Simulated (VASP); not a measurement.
A run of VASP 6.6.1:

Contents of INCAR:

```
PREC = Accurate
ENCUT = 520
EDIFF = 1E-7
ISMEAR = 1
SIGMA = 0.1
LREAL = False
LASPH = True
NELM = 100
ALGO = Normal
ISIF = 2
LWAVE = False
LCHARG = True
GGA = PE
LVHAR = True
```

The input KPOINTS:

```
Automatic mesh
0
Gamma
  14 14 14
```

The input POSCAR:

```
AlFe
1.0
    2.8400000000      0.0000000000      0.0000000000
    0.0000000000      2.8400000000      0.0000000000
    0.0000000000      0.0000000000      2.8400000000
Fe Al
1 1
Direct
    0.0000000000      0.0000000000      0.0000000000
    0.5000000000      0.5000000000      0.5000000000
```

Potentials or basis: VASP PAW PBE potentials, release 64 (Fe, Al).

Launch:

```sh
$ cat potpaw_PBE.64/Fe/POTCAR potpaw_PBE.64/Al/POTCAR > POTCAR
$ mpirun -np 1 vasp_std > vasp.out
```

Hardware: 1 thread of Intel(R) Xeon(R) Platinum 8259CL CPU @ 2.50GHz (Skylake/Cascade Lake), on a shared host.

Question: Estimate the wall time of this run.

Answer: Wall time 14 s on 1 thread of Intel(R) Xeon(R) Platinum 8259CL CPU @ 2.50GHz (Skylake/Cascade Lake), with other jobs on the host, peak memory 0.16 GiB. Counts: scf iterations 14, k points 120.
